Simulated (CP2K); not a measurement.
# RbBr under changes of volume

One of the cells (40.248 Å³/atom); the others are scaled copies at fixed shape and fractional positions:

```
Rb Br
1.0
     4.84651    0.00000    0.00000
     2.42325    4.19720    0.00000
     2.42325    1.39907    3.95716
Rb Br
1 1
Cartesian
  0.0000 0.0000 0.0000
  4.8465 2.7981 1.9786
```

- Program: CP2K 2026.2
- Functional: PBEsol
- Potentials or basis: POTENTIAL_UZH Rb GTH-PBE-q9, Br GTH-PBE-q7; TZVP-MOLOPT-PBE-GTH basis
- Density cutoff: 6123 eV
- k mesh: 7 × 7 × 7
- Occupations: fermi-dirac, width 0.01 eV
- Spin: no spin polarisation

```tsv
volume (Å³/atom)	energy over the lowest point (meV/atom)	pressure (GPa)	gap on the mesh (eV)
37.833	11.52	1.3	4.27
38.638	6.00	0.9	4.21
39.443	2.38	0.5	4.17
40.248	0.44	0.2	4.12
41.053	0.00	0.0	4.08
41.858	0.88	-0.3	4.03
42.663	?	?	?
```

Q: What does the run at 42.663 Å³/atom give?

A: Energy over the lowest point 2.93 meV/atom; pressure -0.5 GPa; gap on the mesh 3.99 eV.

Worked out: A Birch-Murnaghan fit of order 3 (a polynomial in V^(-2/3)) to the other rows has its minimum at 40.91 Å³/atom with B0 = V·E''(V) = 13.7 GPa and B' = 5.1. It gives 2.94 meV/atom at 42.663 Å³/atom, against the run's 2.93, and -dE/dV = -0.5 GPa, against -0.5. A straight line through the other rows of the gap, of slope -2.32 eV per unit of ln V (its deformation potential), extrapolates to 3.99 eV, against the run's 3.99.

Energies are extrapolated to zero smearing.

Caveats: the potentials were made for another functional, which shifts forces and pressure; the basis of atomic orbitals isn't converged, which shifts pressures, moduli and gaps; an odd mesh through Γ misses points on the zone boundary, where band edges often lie (some runs). Spin-orbit coupling on Br, Rb is left out.
